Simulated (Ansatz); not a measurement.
The structure comes from a relaxation in the same program, started in the fcc type, and has space group Fm-3m. Whether it is a known phase or the ground state wasn't checked.

Mg: DFT, PBE, PAW with Ansatz's default frozen-core files, scalar-relativistic (Ansatz 0.2.0).

Command: `ansatz run input.yaml --threads 1 --pin off --max-ram 2048MiB --backend cpu --events-out ev --progress --plain --runs-dir out` The run took about 3.1 s on 1 thread of a shared machine.

```yaml
crystal:
  lattice:
    - [0.0, 2.2611974869, 2.2611974869]
    - [2.2611974869, 0.0, 2.2611974869]
    - [2.2611974869, 2.2611974869, 0.0]
  atoms:
    - { symbol: Mg, position: [0.0, 0.0, 0.0] }
kpoints:
  mp_grid: { grid: [13, 13, 13] }
  band_path:
    path:
      - [0.0, 0.0, 0.0]
      - [0.5, 0.0, 0.5]
      - [0.625, 0.25, 0.625]
      - [0.375, 0.375, 0.75]
      - [0.0, 0.0, 0.0]
      - [0.5, 0.5, 0.5]
      - [0.5, 0.25, 0.75]
      - [0.5, 0.0, 0.5]
    npoints: 8
scf:
  occupations: { method: fermi_dirac, width: 0.08 }
hamiltonian:
  xc: pbe
  pseudopotentials: { kind: paw }
output:
  forces: true
  stress: true
  eigenvalues: true
  efg: { contact_densities: true }
  populations: true
  bader: true
  dos: { projected: true, de: 0.2, e_range: [-14, 8] }
  write_density: true
  write_potential: true
  elf: true
  volumetric_format: npy
```

Output:

```
Engine: ansatz 0.2.0
Pseudopotentials: kind: paw
Pseudopotential: Mg, paw, valence charge 10, recommended cutoff 420 eV (normal)
Functional definition: PBE
  parameter kappa = 0.804
  parameter beta = 0.06672455060314922
  exchange = pbe_x(kappa = kappa, mu = beta*pi^2/3)
  correlation = pbe_c(beta = beta)
Crystal: 1 atoms, lattice volume = 23.123 Å³
Basis set: ecut = 420 eV, 459 PW (Γ), exchange–correlation on 48×48×48 points (8 copies of the dense FFT grid, shifted against one another)
Bands: 9, of which v1, the nominal top of the filled ones, is band 5 counted from 1 (4 counted from 0)
Symmetry: 48 space group operations
Space group: Fm-3m (ITA 225), of the structure as read, at distance tolerance 2.8e-5 Å
k-points: 84 of 2197
Non-local potential: Mg, projectors of the file, l = 0: 3, l = 1: 2, l = 2: 1
PAW form: soft (Blöchl's): semilocal exchange-correlation on the pseudo side does not see the compensation charge
PAW one-centre angular grid: Mg, 110 points (default); XC on 64 Gauss nodes
Initial density: superposition of atomic densities (neutral atoms: chi_scale 0, normalization atom), corrected by the library's trained network
Initial wavefunctions: pseudopotential atomic-orbital guess
Functional: x = pbe(κ = 0.804, μ = 0.2195149727645171), c = pbe(β = 0.06672455060314922)
SCF iter   1: F=—  HF=-1923.794598 eV  |F-HF|=—  |Δ(HF+E_count)|=         —  Δρ=4.48e-4  dr2=1.95e-5  ethr=1.77e-3  ⟨swp⟩=5.6  Hψ=5345  notcnv=0
preconditioner: auto → none  [metal: Δε(μ)=0.086 eV  Ē_g=9.836 eV  σ=0.080 eV  W_gap=0.26  n_scr=0 (ndim 8)  ℏωp=10.9 eV  f_vac=0.000  D(μ)=0.43/eV (n_scr^D=0)]
SCF iter   2: F=—  HF=-1923.794719 eV  |F-HF|=—  |Δ(HF+E_count)|=   1.20e-4  Δρ=2.67e-4  dr2=7.29e-6  ethr=1.95e-7  ⟨swp⟩=2.8  Hψ=1920  notcnv=0
SCF iter   3: F=—  HF=-1923.794726 eV  |F-HF|=—  |Δ(HF+E_count)|=   6.59e-6  Δρ=7.36e-5  dr2=6.49e-7  ethr=7.29e-8  ⟨swp⟩=2.9  Hψ=1093  notcnv=0
iter 4 did not close the SCF: its close was put off for the readings that it lacked (scf_convergence_deferred on its scf_iter line)
SCF iter   4: F=-1923.794726 eV  HF=-1923.794726 eV  |F-HF|=4.79e-8  |Δ(HF+E_count)|=   8.93e-7  Δρ=1.84e-5  dr2=2.69e-8  ethr=6.49e-9  ⟨swp⟩=1.9  Hψ=841  notcnv=0
iter 5 did not close the SCF: its close was put off for the readings that it lacked (scf_convergence_deferred on its scf_iter line)
SCF iter   5: F=-1923.794726 eV  HF=-1923.794726 eV  |F-HF|=2.66e-9  |Δ(HF+E_count)|=   2.96e-8  Δρ=4.73e-6  dr2=2.16e-9  ethr=2.69e-10  ⟨swp⟩=2.0  Hψ=1092  notcnv=0
SCF iter   6: F=-1923.794726 eV  HF=-1923.794726 eV  |F-HF|=8.19e-11  |Δ(HF+E_count)|=   1.60e-9  Δρ=7.65e-7  dr2=6.45e-11  ethr=2.16e-11  ⟨swp⟩=4.8  Hψ=3209  notcnv=0
SCF 1 converged in 6 iterations: F = -1923.794726 eV  dr2 = 6.45e-11
  greatest PAW one-centre occupation: 1.000 electrons in one spin orbital (limit 2), on the Mg atom at site 0 (counted from 0), in its partial waves of l = 0
NSCF: frozen V_eff on 57 k-points
SCF converged after 6 iterations
Free energy (F): -1923.794726 eV
Harris-Foulkes:  -1923.794726 eV  (|F-HF|=8.19e-11)
Internal energy: -1923.785510 eV  (E = F + TS)
E sigma→0 (E₀):  -1923.790118 eV
Entropy (-TS):   -0.009216 eV (-9.216 meV/atom)
Fermi energy:    5.581927 eV
--- Per-component energies (eV) ---
  E_band       = -358.051051
  E_kinetic    = 74.794174
  E_local      = -1623.274897  (includes V_loc(G=0)·N_el)
  E_nonlocal   = 95.736289
  E_hartree    = 579.828860
  E_xc         = -28.381458
  E_vxc        = -36.611789  (∫ρ·V_xc dr)
  E_paw        = -292.561202  (= ΣΔE_a)
  E_vpaw       = -28.352308  (= ΣTr[D̂ρ^β])
  E_aug_tail   = -0.000004  (compensation charges beyond the density's cutoff)
  E_ewald      = -729.927271
  E_smearing   = -0.009216  (= −TS)
  E_closure    = -0.000000  (closes the sum)
  Σ components = -1923.794726   (vs F -1923.794726, Δ=0.00e0)
--- Forces (eV/Å), atoms counted from 1 ---
  atom   1  Mg     0.00000000     0.00000000    -0.00000000
  max |Σ_I F_I| component: 2.88e-32 eV/Å
--- Stress (GPa, compression-positive) ---
        0.021214       0.000000      -0.000000
       -0.000000       0.021214      -0.000000
       -0.000000       0.000000       0.021214
  P = ⅓ Tr σ = 0.0212 GPa (0.212 kbar)
--- PAW observables at the nuclei: V_zz in 10²¹ V/m², potentials from the cell's mean, atoms counted from 1 ---
  atom   1  Mg V_zz =    +0.000000   η = 0.0000   by run symmetry: forbidden
            electrostatic potential = -1098.567486 V   contact ρ = 7801.054331 e/Å³
--- Band table (eV; the first three rows and the last of 84) ---
  k-point 0: bands = ["-70.4118", "-37.1498", "-37.1498", "-37.1498", "-1.3093", "17.8781", "17.8781", "17.8781", "19.7946"]
  k-point 1: bands = ["-70.4116", "-37.1516", "-37.1501", "-37.1501", "-1.1779", "16.0260", "17.5880", "17.5880", "19.7764"]
  k-point 2: bands = ["-70.4112", "-37.1565", "-37.1508", "-37.1508", "-0.7850", "13.5063", "17.1240", "17.1240", "19.4175"]
  k-point 83: bands = ["-70.4081", "-37.1717", "-37.1691", "-37.1613", "6.1513", "7.3279", "8.0335", "9.3542", "19.7914"]
--- Löwdin populations: 1 site ---
  site symbol       q [e]
     0     Mg      9.4785
  spilling = 0.052153 (of n_electrons = 10.000000)
--- Bader charges: 1 site ---
  site symbol  charge [e]  shift [e]
     0     Mg      0.0000     0.0000
  estimated error of the sums over rays = 8.7e-8 e
```

populations.tsv:

```
# site	symbol	l	j	q
# orbitals = lowdin
# n_electrons = 10.000000
# spilling = 0.052153
0	Mg	0_2S	-	1.999322
0	Mg	0_3S	-	1.479164
0	Mg	1_2P	-	5.999982
```

bader_charges.tsv:

```
# site	symbol	x_ang	y_ang	z_ang	partial_charge_e	electrons	volume_ang3	relative_density_drop	shared_charge_e	partial_wave_shift_e
# quadrature_error_electrons = 8.7e-8
0	Mg	0.0000	0.0000	0.0000	0.00000	12.00000	23.12	-	0.00000	0.00000
```
